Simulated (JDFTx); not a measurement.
## Be under changes of volume

One of the cells (8.105 Å³/atom); the others are scaled copies at fixed shape and fractional positions:

```
Be
1.0
     2.28530    0.00000    0.00000
    -1.14265    1.97913    0.00000
     0.00000    0.00000    3.58420
Be
2
Cartesian
  1.1427 0.6597 2.6882
  0.0000 1.3194 0.8961
```

* Program: JDFTx 1.7.0 (patched build)
* Functional: PBEsol
* Potentials or basis: PseudoDojo-SR-PBEsol-0.4.1-standard with smoothed tails
* Cutoff: 1197 eV
* Density cutoff: 9578 eV
* k mesh: 13 × 13 × 8
* Occupations: fermi-dirac, width 0.05 eV
* Spin: no spin polarisation

| volume (Å³/atom) | energy over the lowest point (meV/atom) | pressure (GPa) |
| --- | --- | --- |
| 7.619 | 3.53 | 4.5 |
| 7.781 | 0.40 | 1.7 |
| 7.943 | 0.00 | -0.9 |
| 8.105 | 2.10 | -3.3 |
| 8.268 | 6.50 | -5.4 |
| 8.430 | ? | ? |
| 8.592 | 21.42 | -9.3 |

Q: What does the run at 8.430 Å³/atom give?

A: Energy over the lowest point 13.00 meV/atom; pressure -7.4 GPa.

Worked out: A Birch-Murnaghan fit of order 3 (a polynomial in V^(-2/3)) to the other rows has its minimum at 7.89 Å³/atom with B0 = V·E''(V) = 124 GPa and B' = 3.2 at fixed shape and positions, which overstates the stiffness. It gives 13.00 meV/atom at 8.430 Å³/atom, against the run's 13.00, and -dE/dV = -7.4 GPa, against -7.4.

Energies are extrapolated to zero smearing.
